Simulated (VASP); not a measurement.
# NbH2 (Fm-3m) in VASP: phonons with PBEsol

Aim: the phonons of NbH2 with PBEsol.

Everything below comes from runs of VASP 6.6.1. Logs are shortened: lines on timing, memory, paths and dates and some standing lists are left out, and cuts for length are marked.

## (1) The structure

The structure is cubic, space group Fm-3m (No. 225). Conventional cell: a = 4.521 Å, b = 4.521 Å, c = 4.521 Å, α = 90.00°, β = 90.00°, γ = 90.00°. Nb (site symmetry m-3m) is surrounded by 8 H at 1.96 Å. H (site symmetry -43m) is surrounded by 4 Nb at 1.96 Å.

## (2) Phonons, PBEsol

INCAR

```
SYSTEM = NbH2
  ALGO = Normal
  EDIFF = 1E-8
  ENCUT = 520
  GGA = PS
  IBRION = 8
  ISIF = 2
  ISMEAR = -1
  LASPH = .TRUE.
  LCHARG = .FALSE.
  LREAL = .FALSE.
  LWAVE = .FALSE.
  NBANDS = 14
  NELM = 100
  NSW = 1
  PREC = Accurate
  SIGMA = 0.15
```

KPOINTS

```
k-points
0
G
  16 16 16
  0 0 0
```

POSCAR

```
NbH2
1.0
    0.0000000000      2.2603199092      2.2603199092
    2.2603199092      0.0000000000      2.2603199092
    2.2603199092      2.2603199092      0.0000000000
Nb H
1 2
Direct
    0.0000000000      0.0000000000      0.0000000000
    0.2500000000      0.2500000000      0.2500000000
    0.7500000000      0.7500000000      0.7500000000
```

Potentials or basis: VASP PAW PBE potentials, release 64 (Nb_sv, H).

The run is started by

```sh
> cat potpaw_PBE.64/Nb_sv/POTCAR potpaw_PBE.64/H/POTCAR > POTCAR
> mpirun -np 1 vasp_std > vasp.out
```

OUTCAR:

```text
SYSTEM = NbH2
   EDIFF = 1E-8
   ENCUT = 520
   GGA = PS
   IBRION = 8
   ISIF = 2
   ISMEAR = -1
   LASPH = .TRUE.
   LREAL = .FALSE.
   NELM = 100
   NSW = 1
   PREC = Accurate

 ion  position               nearest neighbor table
   1  0.000  0.000  0.000-   2 1.96   3 1.96   3 1.96   3 1.96   3 1.96   2 1.96   2 1.96   2 1.96

   2  0.250  0.250  0.250-   1 1.96   1 1.96   1 1.96   1 1.96
   3  0.750  0.750  0.750-   1 1.96   1 1.96   1 1.96   1 1.96

  LATTYP: Found a face centered cubic cell.
 ALAT       =     4.5206398184

  Lattice vectors:

 A1 = (   0.0000000000,   2.2603199092,   2.2603199092)
 A2 = (   2.2603199092,   0.0000000000,   2.2603199092)
 A3 = (   2.2603199092,   2.2603199092,   0.0000000000)

Analysis of symmetry for initial positions (statically):
=====================================================================
 Subroutine PRICEL returns:
 Original cell was already a primitive cell.

 Routine SETGRP: Setting up the symmetry group for a
 face centered cubic supercell.

 Subroutine GETGRP returns: Found 48 space group operations
 (whereof 48 operations were pure point group operations)
 out of a pool of 48 trial point group operations.

The static configuration has the point symmetry O_h .

Analysis of symmetry for dynamics (positions and initial velocities):
=====================================================================
 Subroutine PRICEL returns:
 Original cell was already a primitive cell.

 Routine SETGRP: Setting up the symmetry group for a
 face centered cubic supercell.

 Subroutine GETGRP returns: Found 48 space group operations
 (whereof 48 operations were pure point group operations)
 out of a pool of 48 trial point group operations.

The dynamic configuration has the point symmetry O_h .

 Subroutine INISYM returns: Found 48 space group operations
 (whereof 48 operations are pure point group operations),
 and found     1 'primitive' translations

----------------------------------------------------------------------------------------

                                     Primitive cell

  volume of cell :      23.0962

  direct lattice vectors                    reciprocal lattice vectors
     0.000000000  2.260319909  2.260319909    -0.221207626  0.221207626  0.221207626
     2.260319909  0.000000000  2.260319909     0.221207626 -0.221207626  0.221207626
     2.260319909  2.260319909  0.000000000     0.221207626  0.221207626 -0.221207626

  length of vectors
     3.196575071  3.196575071  3.196575071     0.383142846  0.383142846  0.383142846

  position of ions in fractional coordinates (direct lattice)
     0.000000000  0.000000000  0.000000000
     0.250000000  0.250000000  0.250000000
     0.750000000  0.750000000  0.750000000

  ion indices of the primitive-cell ions
   primitive index   ion index
                 1           1
                 2           2
                 3           3

----------------------------------------------------------------------------------------

 KPOINTS: k-points

Automatic generation of k-mesh.
 Grid dimensions read from file:
 generate k-points for:   16   16   16

 Generating k-lattice:
[... 105 lines left out ...]
  ext. energy  EPLUGINS =         0.00000000
  ---------------------------------------------------
  free energy    TOTEN  =       -18.53832480 eV

  energy without entropy =      -18.46245208  energy(sigma->0) =      -18.50038844

 E-fermi :  10.1726     XC(G=0): -12.3007

 val. band max:       10.1296135423   @ k =   0.5000   0.2500   0.1250
 cond. band min:      10.1942187476   @ k =  -0.2500   0.2500   0.0625
 fundamental gap:      0.0646052054
 Fermi energy:        10.1725919858

 k-point     1 :       0.0000    0.0000    0.0000
  band No.  band energies     occupation
      1     -45.0841      2.00000
      2     -20.8572      2.00000
      3     -20.8572      2.00000
      4     -20.8572      2.00000
      5      -0.6406      2.00000
      6       8.7853      1.99981
      7       8.7853      1.99981
      8       8.7853      1.99981
      9       9.0868      1.99856
     10      11.5139      0.00026
     11      11.5139      0.00026
     12      22.6609      0.00000
     13      23.6316      0.00000
     14      23.6316      0.00000
[... 377 lines left out ...]
      1     -45.0745      2.00000
      2     -20.9312      2.00000
      3     -20.8771      2.00000
      4     -20.8623      2.00000
      5      -0.3480      2.00000
      6       6.9484      2.00000
      7       8.9270      1.99950
      8       8.9512      1.99942
      9      11.2713      0.00132
     10      11.2722      0.00131
     11      11.5084      0.00027
     12      20.8225      0.00000
     13      23.8508      0.00000
     14      24.3761      0.00000

 [... further k-points ...]

------------------------ aborting loop because EDIFF is reached ----------------------------------------

  FORCE on cell =-STRESS in cart. coord.  units (eV):
  Direction    XX          YY          ZZ          XY          YZ          ZX
  --------------------------------------------------------------------------------------
  -------------------------------------------------------------------------------------
  Total       -0.0657285     -0.0657285     -0.0657285      0.0000000      0.0000000      0.0000000
  in kB       -4.5595769     -4.5595769     -4.5595769      0.0000000      0.0000000      0.0000000
  external PRESSURE =      -4.5595769 kB  Pullay stress =       0.0000000 kB

 VOLUME and BASIS-vectors are now :
 -----------------------------------------------------------------------------
  energy-cutoff  :      520.00
  volume of cell :       23.10
      direct lattice vectors                 reciprocal lattice vectors
     0.000000000  2.260319909  2.260319909    -0.221207626  0.221207626  0.221207626
     2.260319909  0.000000000  2.260319909     0.221207626 -0.221207626  0.221207626
     2.260319909  2.260319909  0.000000000     0.221207626  0.221207626 -0.221207626

 POSITION                                       TOTAL-FORCE (eV/Angst)
 -----------------------------------------------------------------------------------
      0.00000      0.00000      0.00000        -0.000000     -0.000000     -0.000000
      1.13016      1.13016      1.13016        -0.000000     -0.000000      0.000000
      3.39048      3.39048      3.39048         0.000000      0.000000     -0.000000
 -----------------------------------------------------------------------------------
    total drift:                               -0.000000      0.000000      0.000000

  FREE ENERGIE OF THE ION-ELECTRON SYSTEM (eV)
  ---------------------------------------------------
  free  energy   TOTEN  =       -18.5383248035 eV

  energy  without entropy=      -18.4624520795  energy(sigma->0) =      -18.50038844

[... ionic steps 2 to 3 ...]

--------------------------------------- Ionic step        4  -------------------------------------------

------------------------ aborting loop because EDIFF is reached ----------------------------------------

[... ionic steps 5 to 6 ...]

--------------------------------------- Ionic step        7  -------------------------------------------

 Free energy of the ion-electron system (eV)
  ---------------------------------------------------
  ---------------------------------------------------
  free energy    TOTEN  =        -0.01701818 eV

  energy without entropy =       -0.01701818

------------------------ aborting loop because EDIFF is reached ----------------------------------------

 INTERNAL STRAIN TENSOR  FOR ION    2  DIRECTION 1   (eV/Angst):
 -----------------------------------------------------------------------------
    -0.00144  0.00000  0.00000
     0.00000  0.00053 -5.12066
     0.00000 -5.12066  0.00053

 INTERNAL STRAIN TENSOR FOR ION    3 for displacements in x,y,z  (eV/Angst):
          X           Y           Z          XY          YZ          ZX
  --------------------------------------------------------------------------------
  x    -0.00000    -0.00000    -0.00000     0.00000     5.12066     0.00000
  y     0.00000    -0.00000     0.00000     0.00000     0.00000     5.12066
  z     0.00000     0.00000    -0.00000     5.12066     0.00000     0.00000

 SECOND DERIVATIVES (NOT SYMMETRIZED)
 ------------------------------------
               1X          1Y          1Z          2X          2Y          2Z          3X          3Y          3Z
  1X    -9.059584    0.000000    0.000000    4.529792    0.000000    0.000000    4.529792    0.000000    0.000000
  1Y     0.000000   -9.059584    0.000000    0.000000    4.529792    0.000000    0.000000    4.529792    0.000000
  1Z     0.000000    0.000000   -9.059584    0.000000    0.000000    4.529792    0.000000    0.000000    4.529792
  2X     4.482438    0.000000    0.000000   -5.342652    0.000000    0.000000    0.860213    0.000000    0.000000
  2Y     0.000000    4.482438    0.000000    0.000000   -5.342652    0.000000    0.000000    0.860213   -0.000000
  2Z     0.000000    0.000000    4.482438    0.000000    0.000000   -5.342652    0.000000   -0.000000    0.860213
  3X     4.482438    0.000000    0.000000    0.860213    0.000000    0.000000   -5.342652    0.000000    0.000000
  3Y     0.000000    4.482438    0.000000    0.000000    0.860213   -0.000000    0.000000   -5.342652    0.000000
  3Z     0.000000    0.000000    4.482438    0.000000   -0.000000    0.860213    0.000000    0.000000   -5.342652

 Eigenvectors and eigenvalues of the dynamical matrix
 ----------------------------------------------------

   1 f  =   38.935602 THz   244.639600 2PiTHz 1298.751870 cm-1   161.024637 meV
             X         Y         Z           dx          dy          dz
      0.000000  0.000000  0.000000    -0.000000    0.000000   -0.000000
      1.130160  1.130160  1.130160    -0.706941    0.015298    0.000000
      3.390480  3.390480  3.390480     0.706941   -0.015298    0.000000
[... 43 lines left out ...]
   9 f/i=    0.025377 THz     0.159445 2PiTHz    0.846469 cm-1     0.104949 meV
             X         Y         Z           dx          dy          dz
      0.000000  0.000000  0.000000     0.826789   -0.543075   -0.014105
      1.130160  1.130160  1.130160     0.086229   -0.056639   -0.001471
      3.390480  3.390480  3.390480     0.086229   -0.056639   -0.001471

--------------------------------------------------------------------------------------------------------

 ELASTIC MODULI CONTR FROM IONIC RELAXATION (kBar)
 Direction    XX          YY          ZZ          XY          YZ          ZX
 --------------------------------------------------------------------------------
 XX          -0.0000      0.0000     -0.0000     -0.0000      0.0000     -0.0000
 YY           0.0000     -0.0000      0.0000     -0.0000      0.0000      0.0000
 ZZ          -0.0000      0.0000     -0.0000      0.0000      0.0000     -0.0000
 XY          -0.0000     -0.0000      0.0000   -586.4887     -0.0000      0.0000
 YZ           0.0000      0.0000      0.0000     -0.0000   -586.4887     -0.0000
 ZX          -0.0000      0.0000     -0.0000      0.0000     -0.0000   -586.4887
 --------------------------------------------------------------------------------
```

Wall time 8.3 min (1 thread of Intel Xeon Platinum 8375C at 2.90GHz (Ice Lake), shared host); peak memory 0.5 GiB.

Results:

- Highest phonon frequency at Γ, LO-TO splitting left out: 1299 cm⁻¹

Phonon frequencies in cm⁻¹ (negative: imaginary):
```csv
q point,frequencies
"(0.000, 0.000, 0.000)",-1 -1 -1 1116 1116 1116 1299 1299 1299
```

Caveat: the PAW data sets were made with another functional, which shifts forces and pressure a little.
